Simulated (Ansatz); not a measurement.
**YN: properties at the relaxed cell**

An exercise on one series of results from a longer session: the logs are not shown, and one member is left open.

Method: DFT PBE, scalar-relativistic, plane waves, PAW, in Ansatz 0.2.0.

1 further run of the same task is left out (set aside as unsound or not needed).

**The structure to begin with**

Symmetry: Fm-3m, No. 225, cubic system. Conventional cell: a = 4.906 Å, b = 4.906 Å, c = 4.906 Å, α = 90.00°, β = 90.00°, γ = 90.00°. Around Y (site symmetry m-3m) lie 6 N at 2.45 Å. Around N (site symmetry m-3m) lie 6 Y at 2.45 Å.

Structure file:

```cif
data_structure
_symmetry_space_group_name_H-M 'P 1'
_symmetry_Int_Tables_number 1
_cell_length_a 3.4690
_cell_length_b 3.4690
_cell_length_c 3.4690
_cell_angle_alpha 60.000
_cell_angle_beta 60.000
_cell_angle_gamma 60.000
_cell_volume 29.52
loop_
_atom_site_label
_atom_site_type_symbol
_atom_site_fract_x
_atom_site_fract_y
_atom_site_fract_z
_atom_site_occupancy
Y1 Y 0.00000 0.00000 0.00000 1
N1 N 0.50000 0.50000 0.50000 1
```

It is the result of an earlier relaxation at this level (volume 14.76 Å³/atom; gap on the mesh: 0.21 eV).

The first run:

File input.yaml:

```yaml
crystal:
  lattice:
    - [0.0, 2.4529315382, 2.4529315382]
    - [2.4529315382, 0.0, 2.4529315382]
    - [2.4529315382, 2.4529315382, 0.0]
  atoms:
    - { symbol: "Y", position: [0.0, 0.0, 0.0] }
    - { symbol: "N", position: [0.5, 0.5, 0.5] }
basis:
  ecutwfc: 420
kpoints:
  mp_grid: { grid: [12, 12, 12] }
  band_path:
    path:
      - [[0.0, 0.0, 0.0], [0.5, 0.0, 0.5], [0.625, 0.25, 0.625]]
      - [[0.375, 0.375, 0.75], [0.0, 0.0, 0.0], [0.5, 0.5, 0.5], [0.5, 0.25, 0.75], [0.5, 0.0, 0.5]]
    npoints: 14
hamiltonian:
  xc: pbe
scf:
  occupations: { method: gaussian, width: 0.01 }
  n_extra_bands: 6
output:
  forces: true
  stress: true
  eigenvalues: true
  populations: true
  dos: { projected: true, de: 0.02, nscf_kmesh: { grid: [18, 18, 18] } }
  bader: true
  write_density: true
  write_potential: true
  elf: true
  volumetric_format: npy
```

Command:

```bash
$ ansatz run input.yaml --threads 1 --pin off --max-ram 2560MiB --backend cpu --events-out ev --progress --plain --runs-dir out
```

Steps of the session up to this table: Static run: bands, density of states and charges; Relaxing with PBEsol; Relaxing with LDA; The cell under PBE+D3(BJ).

One of the session's tables, all rows but one given; the rest of the session is left out.

It belongs to the step «One structure, several functionals». 

```
functional  a (Å)  b (Å)  c (Å)  volume (Å³/atom)  gap on the mesh (eV)
       PBE  3.469  3.469  3.469             14.76                  0.21
    PBEsol  3.434  3.434  3.434             14.32                  0.08
       LDA  3.408  3.408  3.408             14.00                  0.02
PBE+D3(BJ)      ?      ?      ?                 ?                     ?
```

**Question.** Estimate the row for PBE+D3(BJ).

As computed: a (Å): 3.443; b (Å): 3.443; c (Å): 3.443; volume (Å³/atom): 14.43; gap on the mesh (eV): 0.17. In the column «a (Å)» it lies between PBEsol (3.434) and PBE (3.469).
